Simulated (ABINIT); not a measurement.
Runs of ABINIT 10.8.3 (patched build) on Na. The structure is hexagonal, space group P6_3/mmc (No. 194). Conventional cell: a = 3.700 Å, b = 3.700 Å, c = 12.537 Å, α = 90.00°, β = 90.00°, γ = 120.00°. Na (site symmetry -6m2) has 12 Na at 3.70 to 3.79 Å as nearest neighbours. Around Na (site symmetry -3m) lie 12 Na at 3.70 to 3.79 Å. This isn't the form of Na at room conditions, which is bcc.

```csv
task,potentials or basis,cell,k mesh,cutoff (eV),smearing,cell freedom (optcell),optimiser (ionmov),cutoff smearing ecutsm (Ha),force stop (Ha/bohr),fine-grid cutoff,gap on the mesh (eV),pressure (GPa)
relaxation of cell and atoms,JTH PAW LDA v2.0,relaxed,6 × 6 × 2,1088,fermi-dirac 0.05 eV,2,2,0.5,2e-05,1687.11 eV,none,0.0
single point,PseudoDojo NC SR LDA v0.4.1 standard,as given,6 × 6 × 2,1088,fermi-dirac 0.05 eV,-,-,-,-,-,none,-0.9
positron lifetime,JTH PAW LDA v2.0,as given,6 × 6 × 2,816,fermi-dirac 0.2 eV,-,-,-,-,1414.99 eV,none,(a)
optical spectrum,PseudoDojo NC SR LDA v0.4.1 standard,as given,"12 × 12 × 4, shifted",1088,fermi-dirac 0.136 eV,-,-,-,-,-,-,-0.8
```

Alike in all rows: level LDA; no spin polarisation.

Question: Fill in the values left out.

Answer: (a) -1.0.

Caveats: the PAW basis is incomplete for the positron (some runs); the intraband (Drude) term is left out (some runs); spectra need much finer meshes, so this one isn't converged (some runs).

A k mesh can miss the band edges.

A gap of «none» marks a metal or a gap under the smearing width.

Not every run made on this cell is shown here.
